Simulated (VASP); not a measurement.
**VASP 6.6.1 run: SnTe**

INCAR

```
IBRION = -1
ISMEAR = -1
LASPH = .TRUE.
ISIF = 2
GGA = PE
ENCUT = 520
NBANDS = 17
LCHARG = .FALSE.
NSW = 0
EDIFF = 1E-7
PREC = Accurate
LWAVE = .FALSE.
SIGMA = 0.02
LREAL = .FALSE.
NELM = 89
```

KPOINTS

```
KPOINTS created by Atomic Simulation Environment
0
Gamma
1 1 1
0 0 0
```

POSCAR

```
Sn Te
 1.0000000000000000
     0.0000000000000000    3.0617571315999998    3.2052120372999999
     3.0617571315999998    0.0000000000000000    3.2052120372999999
     3.0617571315999998    3.0617571315999998    0.0000000000000000
 Sn  Te
   1   1
Cartesian
  0.0000000000000000  0.0000000000000000  0.0000000000000000
  3.0617571315999994  3.0617571315999994  3.2052120372999999
```

The recommended PBE PAW datasets give the neutral cell 20 valence electrons.

Command

```
mpirun -np 1 vasp_std
```

OSZICAR

```
N       E                     dE             d eps       ncg     rms          rms(c)
DAV:   1     0.144094547821E+03    0.14409E+03   -0.97711E+03    36   0.125E+03
DAV:   2     0.107648745818E+02   -0.13333E+03   -0.12882E+03    35   0.312E+02
DAV:   3    -0.324885651948E+00   -0.11090E+02   -0.11045E+02    50   0.788E+01
DAV:   4    -0.635172159726E+00   -0.31029E+00   -0.31024E+00    36   0.149E+01
DAV:   5    -0.646290553745E+00   -0.11118E-01   -0.11118E-01    44   0.281E+00    0.195E+01
DAV:   6     0.271330168803E-01    0.67342E+00   -0.19748E+00    36   0.515E+00    0.118E+01
DAV:   7    -0.342381603787E-02   -0.30557E-01   -0.45593E-01    34   0.330E+00    0.313E+00
DAV:   8    -0.119903649284E-01   -0.85665E-02   -0.38923E-02    36   0.876E-01    0.169E+00
DAV:   9    -0.371770677921E-01   -0.25187E-01   -0.23965E-02    36   0.994E-01    0.768E-01
DAV:  10    -0.373054634520E-01   -0.12840E-03   -0.28057E-04    35   0.114E-01    0.399E-01
DAV:  11    -0.375761128366E-01   -0.27065E-03   -0.30635E-04    36   0.151E-01    0.225E-01
DAV:  12    -0.375828658216E-01   -0.67530E-05   -0.23989E-05    44   0.262E-02    0.888E-02
DAV:  13    -0.375857206977E-01   -0.28549E-05   -0.34223E-06    44   0.169E-02    0.239E-02
DAV:  14    -0.375857752520E-01   -0.54554E-07   -0.53126E-07    36   0.364E-03
   1 F= -.37585775E-01 E0= -.37585775E-01  d E =-.421927E-10
```

It converged. Results: gap between bands v and c on the k mesh 4.21 eV; least direct gap on the k mesh 4.21 eV; pressure 44.2 GPa. Band v is the last that the valence electrons fill when counted band by band, and c is the next.

Task: Why shouldn't this run be trusted?

Result: One k point for a small cell. On sound settings PBE gives a gap of 0.34 eV on its mesh and a pressure of 4.8 GPa for the intended cell. This run's energy (σ→0) differs from it by 3707 meV an atom.
